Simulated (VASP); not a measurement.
## Al2O3: single point with PBEsol

Crystal: Al2O3.

```
Al O
1.0
     3.01748    0.00000    0.00000
    -1.50874    2.61322    0.00000
     0.00000    0.00000    7.57464
Al O
2 3
Cartesian
  0.0000 0.0000 5.4693
  0.0000 0.0000 2.1054
  0.0000 0.0000 3.7873
  1.5087 0.8711 6.0638
  0.0000 1.7421 1.5108
```

Measurements of this composition are mostly on another form, of space group No. 167.

```json
{
 "Program": "VASP 6.6.1",
 "Task": "single point",
 "Functional": "PBEsol",
 "Potentials or basis": "VASP PAW PBE potentials, release 54 (Al, O)",
 "Cutoff": "520 eV",
 "k mesh": "10 × 10 × 4",
 "Occupations": "gaussian, width 0.02 eV",
 "Spin": "no spin polarisation"
}
```

```
Pressure               : -3.5 GPa
Largest force          : 0.188 eV/Å
Band gap on the k mesh : 2.19 eV, direct
```

Forces in eV/Å, atoms in the order of the input:
```
Al   0.000  0.000 -0.092
Al   0.000  0.000  0.092
O    0.000  0.000  0.000
O    0.000  0.000 -0.188
O    0.000  0.000  0.188
```

Stress tensor (GPa, compression positive):
```
-3.94  0.00  0.00
 0.00 -3.94  0.00
 0.00  0.00 -2.63
```

Levels at points of the mesh, in eV from the valence-band top:
```csv
k point,band 8,band 9,band 10,band 11,band 12,band 13,band 14,band 15,band 16
"(0.00, 0.00, 0.00)",-3.72,-3.72,-2.34,0.00,0.00,2.19,4.19,7.22,10.39
"(0.50, 0.00, 0.00)",-4.30,-3.56,-3.11,-1.78,-0.49,4.45,6.08,8.06,8.83
"(0.00, 0.00, 0.50)",-3.71,-3.67,-3.12,0.00,0.00,3.15,3.23,7.98,8.63
"(0.50, 0.00, 0.50)",-4.35,-3.45,-3.34,-1.70,-0.49,4.90,5.47,8.00,8.52
```

Run time: 30 s on 1 thread of AMD EPYC 9R45 (Zen 5) (shared host), peak memory 0.16 GiB.

Caveat: the PAW data sets were made with another functional, which shifts forces and pressure a little. A k mesh can miss the band edges.
